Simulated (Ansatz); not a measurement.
# Si: two normal modes frozen in

A grid of calculations on Si (I4/mmm, No. 139; 8 atoms in the cell), to see where the energy is lowest and how it rises around there.

Computed with Ansatz 0.2.0 (DFT PBE, scalar-relativistic, plane waves, PAW, unless a step's input says otherwise).

5 further runs of the same task are left out: 5 set aside as unsound or not needed. Runs told in other sessions of the task aren't counted.

**1. The starting structure**

It takes space group I4/mmm (No. 139, tetragonal). Conventional cell: a = 6.691 Å, b = 6.691 Å, c = 3.861 Å, α = 90.00°, β = 90.00°, γ = 90.00°. Si (site symmetry m2m) has 4 Si at 2.36 to 2.39 Å in its first shell of neighbours.

As a file:

```cif
data_structure
_symmetry_space_group_name_H-M 'P 1'
_symmetry_Int_Tables_number 1
_cell_length_a 5.1100
_cell_length_b 5.1100
_cell_length_c 5.1100
_cell_angle_alpha 98.205
_cell_angle_beta 98.205
_cell_angle_gamma 135.609
_cell_volume 86.43
loop_
_atom_site_label
_atom_site_type_symbol
_atom_site_fract_x
_atom_site_fract_y
_atom_site_fract_z
_atom_site_occupancy
Si1 Si 0.17861 0.17861 0.35722 1
Si2 Si 0.82139 0.82139 0.64278 1
Si3 Si 0.17861 0.82139 0.00000 1
Si4 Si 0.82139 0.17861 0.00000 1
```

It goes back to an entry of the Materials Project, which need not be the stable form.

This cell was relaxed beforehand with the same method: volume 21.61 Å³/atom, gap on the mesh 0.41 eV.

**4. Plan of the scan**

The energy is mapped over two normal modes frozen in (zone-centre modes of the cell shown, which folds in the wave vector (0, 0, 1/2) of the primitive cell).

First coordinate, amplitude of mode 4 (126 cm⁻¹), largest displacement: 11 values from −0.426 Å. Second coordinate, amplitude of mode 7 (146 cm⁻¹), largest displacement: 11 values from −0.261 Å.

Nothing else is relaxed (the cell and all other modes fixed). Energies count from the relaxed high-symmetry cell. Points are written as (first, second).

The patterns, per unit of each coordinate (Å):

```csv
atom,x1,y1,z1,x2,y2,z2
Si1,0.000,0.000,0.091,0.000,0.000,1.000
Si2,0.000,0.000,-0.091,0.000,0.000,1.000
Si3,0.000,0.000,-0.091,0.000,0.000,1.000
Si4,0.000,0.000,0.091,0.000,0.000,1.000
Si5,0.000,0.000,1.000,0.000,0.000,-1.000
Si6,0.000,0.000,-1.000,0.000,0.000,-1.000
Si7,0.000,0.000,1.000,0.000,0.000,-1.000
Si8,0.000,0.000,-1.000,0.000,0.000,-1.000
```

(The set-up runs are not shown.)

**5. The run at (−0.426 Å, −0.052 Å)**

input.yaml

```yaml
crystal:
  lattice:
    - [0.0, 0.0, 3.8608359371]
    - [3.3455832253, -3.3455832253, -1.9304179686]
    - [6.6911664507, 6.6911664507, 0.0]
  atoms:
    - { symbol: Si, position: [-0.0235719299, 0.0, 0.1786105076] }
    - { symbol: Si, position: [0.4965311538, 0.0, 0.6786105076] }
    - { symbol: Si, position: [0.4965311538, 0.0, 0.3213894924] }
    - { symbol: Si, position: [-0.0235719299, 0.0, 0.8213894924] }
    - { symbol: Si, position: [0.7245710815, 0.6427789847, 0.0] }
    - { symbol: Si, position: [0.4452486793, 0.6427789847, 0.5] }
    - { symbol: Si, position: [0.0817920968, 0.3572210153, 0.0] }
    - { symbol: Si, position: [0.8024696946, 0.3572210153, 0.5] }
basis:
  ecutwfc: 420
kpoints:
  mp_grid: { grid: [10, 10, 4] }
hamiltonian:
  xc: pbe
  pseudopotentials: { kind: paw, azcp: { folder: soft_1 } }
scf:
  occupations: { method: gaussian, width: 0.05 }
output:
  forces: true
  stress: true
  eigenvalues: true
```

Command:

```console
$ ansatz run input.yaml --threads 2 --pin off --max-ram 4096MiB --backend cpu --events-out ev --progress --plain --runs-dir out
```

The session goes on with these runs: the other points that were computed.

Q: Predict the outcome of this session. Wanted: lowest point; highest computed point; modes; band gap on the k-mesh; pressure.

The runs gave:

| quantity | value |
| --- | --- |
| lowest point | (0.000 Å, 0.000 Å), 0.00 eV |
| highest computed point | (−0.426 Å, −0.261 Å), 1.36 eV above the lowest |
| modes | 24 from 0 to 524 cm⁻¹ |
| band gap on the k-mesh (eV) | 0.00 at (−0.426 Å, −0.261 Å) to 0.36 at (0.000 Å, 0.000 Å); 0.36 at the lowest point |
| pressure (GPa) | −2.18 at (−0.426 Å, −0.261 Å) to 0.00 at (0.000 Å, 0.000 Å); 0.00 at the lowest point |
| time for all points | 19 min on 2 threads, shared host |

**Reading.** No mode of this cell is imaginary beyond 10 cm⁻¹; other wave vectors were not probed. The lowest computed point is at (0.000 Å, 0.000 Å), which is the relaxed high-symmetry cell itself. No other kind of well shows on this grid. The highest computed point, (−0.426 Å, −0.261 Å), lies 1.36 eV above the lowest. Round the minimum the two coordinates are nearly uncoupled. The gap closes in part of the range.

The gaps are Kohn-Sham values of a semilocal functional, not quasiparticle or optical gaps. Such gaps usually fall short of the measured ones.
